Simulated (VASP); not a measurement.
# BiTe (R-3m) in VASP: a series of runs

Runs on BiTe. Level: PBE. Tasks: single point.

Program: VASP 6.6.1. These are calculated values, not measurements. Logs are shortened: lines on timing, memory, paths and dates and some standing lists are left out, and cuts for length are marked.

## (1) The structure

Symmetry: R-3m, No. 166, trigonal system. Conventional cell: a = 4.845 Å, b = 4.845 Å, c = 9.952 Å, α = 90.00°, β = 90.00°, γ = 120.00°. Bi (site symmetry -3m) is surrounded by 6 Te at 3.25 Å. Te (site symmetry -3m) has 6 Bi at 3.25 Å as nearest neighbours.

The cell comes from a database or a generator and needn't be the stable form of this composition.

## (2) Single point, PBE

Input file INCAR:

```
PREC = Accurate
ENCUT = 450
EDIFF = 1E-7
ISMEAR = 0
SIGMA = 0.05
LREAL = Auto
LASPH = T
NELM = 100
ALGO = Normal
ISIF = 2
LWAVE = F
LCHARG = F
GGA = PE
NBANDS = 18
ADDGRID = F
```

Input file KPOINTS:

```
Automatic mesh
0
Gamma
  6 6 6
```

Input file POSCAR:

```
BiTe
1.0
    2.4227077728      1.3987509848      3.3172919545
   -2.4227077728      1.3987509848      3.3172919545
    0.0000000000     -2.7975019696      3.3172919545
Bi Te
1 1
Direct
    0.5000000000      0.5000000000      0.5000000000
    0.0000000000      0.0000000000      0.0000000000
```

Potentials or basis: VASP PAW PBE potentials, release 64 (Bi_d, Te).

On the command line:

```sh
$ cat potpaw_PBE.64/Bi_d/POTCAR potpaw_PBE.64/Te/POTCAR > POTCAR
$ mpirun -np 1 vasp_std > vasp.out
```

OUTCAR:

```text
PREC = Accurate
   ENCUT = 450
   EDIFF = 1E-7
   ISMEAR = 0
   LREAL = Auto
   LASPH = T
   NELM = 100
   ISIF = 2
   GGA = PE

 Found     32 irreducible k-points:

 Following reciprocal coordinates:
            Coordinates               Weight
  0.000000  0.000000  0.000000      1.000000
  0.166667 -0.000000  0.000000      6.000000
  0.333333 -0.000000  0.000000      6.000000
  0.500000 -0.000000  0.000000      3.000000
  0.166667  0.166667  0.000000      6.000000
  0.333333  0.166667  0.000000     12.000000
   k-points           NKPTS =     32   k-points in BZ     NKDIM =     32   number of bands    NBANDS=     18
   number of dos      NEDOS =    301   number of ions     NIONS =      2
   total plane-waves  NPLWV =  27000
   dimension x,y,z NGX =    30 NGY =   30 NGZ =   30
   dimension x,y,z NGXF=    60 NGYF=   60 NGZF=   60
   ions per type =               1   1
   NGX,Y,Z   is equivalent  to a cutoff of  11.49, 11.49, 11.49 a.u.
   NGXF,Y,Z  is equivalent  to a cutoff of  22.99, 22.99, 22.99 a.u.
 SYSTEM =  unknown system
   PREC   = accura    normal or accurate (medium, high low for compatibility)
   ISTART =      0    job   : 0-new  1-cont  2-samecut
   ICHARG =      2    charge: 1-file 2-atom 10-const
   ISPIN  =      1    spin polarized calculation?
   LNONCOLLINEAR =      F non collinear calculations
   LSORBIT =      F    spin-orbit coupling
   LASPH  =      T    aspherical Exc in radial PAW
   ENCUT  =  450.0 eV  33.07 Ry    5.75 a.u.   7.51  7.51  7.51*2*pi/ulx,y,z
   NELM   =    100;   NELMIN=  2; NELMDL= -5     # of ELM steps
   EDIFF  = 0.1E-06   stopping-criterion for ELM
   LREAL  =      T    real-space projection
   EDIFFG = 0.1E-05   stopping-criterion for IOM
   NSW    =      0    number of steps for IOM
   IBRION =     -1    ionic relax: 0-MD 1-quasi-New 2-CG
   NFREE  =      0    steps in history (QN), initial steepest desc. (CG)
   ISIF   =      2    stress and relaxation
   ISYM   =      2    0-nonsym 1-usesym 2-fastsym
   POTIM  = 0.5000    time-step for ionic-motion
   TEBEG  =    0.0;   TEEND  =   0.0 temperature during run
   PSTRESS=    0.0 pullay stress
   NELECT =      21.0000    total number of electrons
   NUPDOWN=      -1.0000    fix difference up-down
   EMIN   =  10.00;   EMAX   =-10.00  energy-range for DOS
   EFERMI =   0.00;   METHOD = LEGACY
   ISMEAR =     0;   SIGMA  =   0.05  broadening in eV -4-tet -1-fermi 0-gaus
   EFERMI_NEDOS =   21; number of points for ismear=-14 and -15
   IALGO  =     38    algorithm
   IMIX   =      4    mixing-type and parameters
     AMIX     =   0.40;   BMIX     =  1.00
     AMIX_MAG =   1.60;   BMIX_MAG =  1.00
  volume/ion in A,a.u.               =      33.72       227.58
  Fermi-wavevector in a.u.,A,eV,Ry     =   1.109573  2.096789 16.750837  1.231152
  Thomas-Fermi vector in A             =   2.246114
   LORBIT       =      0    0 simple, 1 ext, 2 COOP (PROOUT), +10 PAW based schemes
   GGA     = PE    functional components
   LHFCALC =     F    Hartree Fock is set to
   AEXX    =    0.0000 exact exchange contribution
   IVDW    =     0    specifies the selected vdW correction
   LEPSILON=     F    determine dielectric tensor
   LRPA    =     F    only Hartree local field effects (RPA)
 non-spin polarized calculation
 Gauss-broadening in eV      SIGMA  =   0.05
  energy-cutoff  :      450.00
  volume of cell :       67.45
 maximum number of plane-waves:      1487
   NGX = 15   NGY = 15   NGZ = 15

 number of electron      20.9999993 magnetization

 Free energy of the ion-electron system (eV)
  ---------------------------------------------------
  ext. energy  EPLUGINS =         0.00000000
  ---------------------------------------------------
  free energy    TOTEN  =        -7.18644383 eV

  energy without entropy =       -7.18436184  energy(sigma->0) =       -7.18540283

 E-fermi :   6.6437     XC(G=0):  -9.4787

 val. band max:        6.6302181474   @ k =   0.5000   0.3333   0.1667
 cond. band min:       6.6759079320   @ k =   0.3333   0.3333   0.1667
 fundamental gap:      0.0456897846
 Fermi energy:         6.6436716209

 k-point     1 :       0.0000    0.0000    0.0000
  band No.  band energies     occupation
      1     -16.5620      2.00000
      2     -16.5620      2.00000
      3     -16.5492      2.00000
      4     -16.5492      2.00000
      5     -16.5343      2.00000
      6      -6.8137      2.00000
      7      -1.6076      2.00000
      8       3.7573      2.00000
      9       3.7573      2.00000
     10       5.0587      2.00000
     11       8.5474      0.00000
     12       9.1783      0.00000
     13       9.1783      0.00000
     14      10.7417      0.00000
     15      10.7417      0.00000
     16      12.8936      0.00000
     17      13.3156      0.00000
     18      13.5495      0.00000

 k-point     2 :       0.1667   -0.0000    0.0000
  band No.  band energies     occupation
      1     -16.5618      2.00000
      2     -16.5614      2.00000
      3     -16.5505      2.00000
      4     -16.5474      2.00000
      5     -16.5338      2.00000
      6      -6.5779      2.00000
      7      -2.1846      2.00000
      8       3.9142      2.00000
      9       4.1038      2.00000
     10       4.9754      2.00000
     11       7.7457      0.00000
     12       8.2768      0.00000
     13       8.4531      0.00000
     14      11.1266      0.00000
     15      11.3369      0.00000
     16      13.1577      0.00000
     17      14.1921      0.00000
     18      14.6057      0.00000

 k-point     3 :       0.3333   -0.0000    0.0000
  band No.  band energies     occupation
      1     -16.5620      2.00000
      2     -16.5607      2.00000
      3     -16.5528      2.00000
      4     -16.5444      2.00000
      5     -16.5316      2.00000
      6      -5.8878      2.00000
      7      -3.4498      2.00000
      8       4.3683      2.00000
      9       4.6084      2.00000
     10       5.1937      2.00000
     11       6.4489      2.00000
     12       6.8708      0.00000
     13       7.4927      0.00000
     14      12.1243      0.00000
     15      12.2188      0.00000
     16      14.6829      0.00000
     17      15.4294      0.00000
     18      16.3740      0.00000

 k-point     4 :       0.5000   -0.0000    0.0000
  band No.  band energies     occupation
      1     -16.5623      2.00000
      2     -16.5607      2.00000
      3     -16.5536      2.00000
      4     -16.5434      2.00000
      5     -16.5299      2.00000
      6      -4.9069      2.00000
      7      -4.6818      2.00000
      8       4.8106      2.00000
      9       4.8461      2.00000
     10       5.6361      2.00000
     11       5.7164      2.00000
     12       6.0688      2.00000
     13       6.9838      0.00000
     14      13.3711      0.00000
     15      13.5354      0.00000
     16      13.5851      0.00000
     17      14.5162      0.00000
     18      17.3230      0.00000

 k-point     5 :       0.1667    0.1667    0.0000
  band No.  band energies     occupation
      1     -16.5631      2.00000
      2     -16.5606      2.00000
      3     -16.5504      2.00000
      4     -16.5457      2.00000
      5     -16.5339      2.00000
      6      -6.4847      2.00000
      7      -2.1993      2.00000
      8       3.2689      2.00000
      9       4.1629      2.00000
     10       5.2123      2.00000
     11       6.5153      1.99972
     12       8.9372      0.00000
     13       9.3441      0.00000
     14      10.4735      0.00000
     15      12.0259      0.00000
     16      12.9821      0.00000
     17      13.5258      0.00000
     18      13.8850      0.00000

 k-point     6 :       0.3333    0.1667    0.0000
  band No.  band energies     occupation
      1     -16.5641      2.00000
      2     -16.5601      2.00000
      3     -16.5517      2.00000
      4     -16.5425      2.00000
      5     -16.5322      2.00000
      6      -5.9502      2.00000
      7      -3.0425      2.00000
      8       3.2802      2.00000
      9       4.1323      2.00000
     10       4.1786      2.00000
     11       6.9780      0.00000
     12       8.2264      0.00000
     13       9.1146      0.00000
     14      10.3840      0.00000
     15      13.0093      0.00000
     16      14.5087      0.00000
     17      14.8723      0.00000
     18      15.5845      0.00000

 [... further k-points ...]

------------------------ aborting loop because EDIFF is reached ----------------------------------------

  FORCE on cell =-STRESS in cart. coord.  units (eV):
  Direction    XX          YY          ZZ          XY          YZ          ZX
  --------------------------------------------------------------------------------------
  -------------------------------------------------------------------------------------
  Total        0.0096226      0.0096226     -0.1482394     -0.0000000      0.0000000      0.0000000
  in kB        0.2285749      0.2285749     -3.5212584     -0.0000000      0.0000000      0.0000000
  external PRESSURE =      -1.0213695 kB  Pullay stress =       0.0000000 kB

 VOLUME and BASIS-vectors are now :
 -----------------------------------------------------------------------------
  energy-cutoff  :      450.00
  volume of cell :       67.45
      direct lattice vectors                 reciprocal lattice vectors
     2.422707773  1.398750985  3.317291954     0.206380648  0.119153923  0.100483568
    -2.422707773  1.398750985  3.317291954    -0.206380648  0.119153923  0.100483568
     0.000000000 -2.797501970  3.317291954     0.000000000 -0.238307845  0.100483568

 POSITION                                       TOTAL-FORCE (eV/Angst)
 -----------------------------------------------------------------------------------
      0.00000      0.00000      4.97594         0.000000      0.000000      0.000000
      0.00000      0.00000      0.00000         0.000000     -0.000000     -0.000000
 -----------------------------------------------------------------------------------
    total drift:                               -0.000000      0.000000      0.000000

  FREE ENERGIE OF THE ION-ELECTRON SYSTEM (eV)
  ---------------------------------------------------
  free  energy   TOTEN  =        -7.1864438259 eV

  energy  without entropy=       -7.1843618399  energy(sigma->0) =       -7.18540283
```

It took 32 s on 1 thread of Intel Xeon 6975P-C (Granite Rapids), shared host; peak memory 0.17 GiB.

The run converged, but some of its settings lie outside the range that counts as converged, so its numbers aren't taken as properties of the crystal.

What came out:

- Free energy: -7.1864 eV
- Pressure: -0.1 GPa
- Band gap on the k mesh: none (metal or under the smearing width)

Caveat: spin-orbit coupling is left out, which moves the levels of the heavy elements.

(Continued in part 2 of 2.)
